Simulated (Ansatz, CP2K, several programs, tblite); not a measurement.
Energy against volume for MgI2 in the fluorite structure, at fixed shape and fractional coordinates, computed by several methods (PBE and r2SCAN, where shown, with plane waves in Ansatz); the cell shown is that of r2SCAN. The symmetry is Fm-3m (No. 225, cubic); a = 7.511 Å in the conventional setting, 35.32 Å³ an atom. Mg is surrounded by 8 I at 3.25 Å; I is surrounded by 4 Mg at 3.25 Å. The calculation is spin-unpolarised, and the structure need not be a phase that has been made. Energies count from each curve's lowest point; fits are third-order Birch-Murnaghan.

```
CELL_PARAMETERS angstrom
0.00000 3.75572 3.75572
3.75572 0.00000 3.75572
3.75572 3.75572 0.00000
ATOMIC_POSITIONS crystal
Mg 0.00000 0.00000 0.00000
I 0.25000 0.25000 0.25000
I 0.75000 0.75000 0.75000
```

Problem. r2SCAN, on the shape of its own relaxed cell, gives
```
V (Å³/atom)  E (meV/atom)
     33.198         13.44
     34.258          3.09
     35.317          0.00
     36.377          3.05
     37.436         11.30
```
What equilibrium volume and bulk modulus follow?

Solution. V₀ = 35.29 Å³ an atom and B₀ = 31 GPa.

PBE/DZVP (CP2K), on the shape of the cell shown:
```tsv
V (Å³/atom)	E (meV/atom)
31.079	84.99
33.198	33.77
35.317	4.05
37.436	0.00
39.555	14.46
```
The points scatter about a smooth fit, so no fit is quoted.

light PBE (260 eV, its own mesh), on the shape of the cell shown:
```csv
V (Å³/atom),E (meV/atom)
32.492,73.90
33.905,8.29
35.317,63.42
36.730,33.87
38.143,67.76
39.555,0.00
```
The points scatter about a smooth fit, as a low cutoff and a light mesh can make them, so no fit is quoted.

GFN1-xTB (tblite), on the shape of the cell shown, as a cluster of 96 atoms at the zone centre:

| V (Å³/atom) | E (meV/atom) |
| --- | --- |
| 31.079 | 110.44 |
| 33.198 | 31.27 |
| 35.317 | 0.00 |
| 37.436 | 2.03 |
| 39.555 | 27.19 |

This method closes the gap of a crystal that DFT finds insulating, so its curve rests on a wrong state.
V₀ = 36.19 Å³ an atom and B₀ = 37 GPa.

GFN2-xTB (tblite), on the shape of the cell shown, as a cluster of 96 atoms at the zone centre:
```tsv
V (Å³/atom)	E (meV/atom)
31.079	232.85
33.198	117.44
35.317	47.51
37.436	11.14
39.555	0.00
```
The lowest point is an end point, so the minimum isn't bracketed.

Spin-orbit coupling is left out, which matters wherever the heavy atoms make up the band edges.
